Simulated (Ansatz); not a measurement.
Relaxed RuO2 (rutile):

```yaml
crystal:
  lattice:
    - [4.52339, 0.00000, 0.00000]
    - [0.00000, 4.52339, 0.00000]
    - [0.00000, 0.00000, 3.11902]
  atoms:
    - { symbol: Ru, position: [0.50000, 0.50000, 0.50000] }
    - { symbol: Ru, position: [0.00000, 0.00000, 0.00000] }
    - { symbol: O, position: [0.80567, 0.80567, 0.50000] }
    - { symbol: O, position: [0.30567, 0.69433, 0.00000] }
    - { symbol: O, position: [0.69433, 0.30567, 0.00000] }
    - { symbol: O, position: [0.19433, 0.19433, 0.50000] }
```

Scan: atom 1 (Ru, nearest neighbour O at 1.955 Å; its periodic images, 3.1 Å or more away, move with it) is displaced along Cartesian [110], direction (0.707, 0.707, 0.000) in Cartesian axes, by s. The other atoms stay.

These are PBE (plane waves to 420 eV, PAW, scalar-relativistic; Ansatz, a first-principles code) values and carry that method's errors. k mesh 8×8×12 (Γ-centred), Fermi-Dirac smearing 0.05 eV. Energies are smeared free energies. With partly filled bands, energies and forces of such displacements shift with the k mesh and the smearing. RuO2 is run without spin polarisation and with no Hubbard U. RuO2 was relaxed with its symmetry unable to fall. ΔE is measured from the undisplaced structure. The last digit holds for this mesh only.

```tsv
s (Å)	ΔE (meV/cell)
-0.200	509.3
-0.160	316.0
-0.120	withheld
-0.080	75.9
-0.040	18.8
0.000	0.0
0.040	18.8
0.080	75.9
0.120	withheld
0.160	316.0
0.200	509.3
```

Question: Fit an even polynomial form (powers 2, 4) to the given rows and predict ΔE at s = 0.120.

Answer: Least squares on the 9 given rows: ΔE = (11670)·s² + (26660)·s⁴, in meV/cell with s in Å; root-mean-square residual 0.14 meV/cell. At 0.120 the fit gives 173.6 meV/cell; the calculation gives 173.6 meV/cell, the same to the digits shown. The quadratic term alone would give 168.0 meV/cell.

(For displaced atoms, the force is minus the slope of the energy, and its curvature is a force constant, which sets phonon frequencies.)
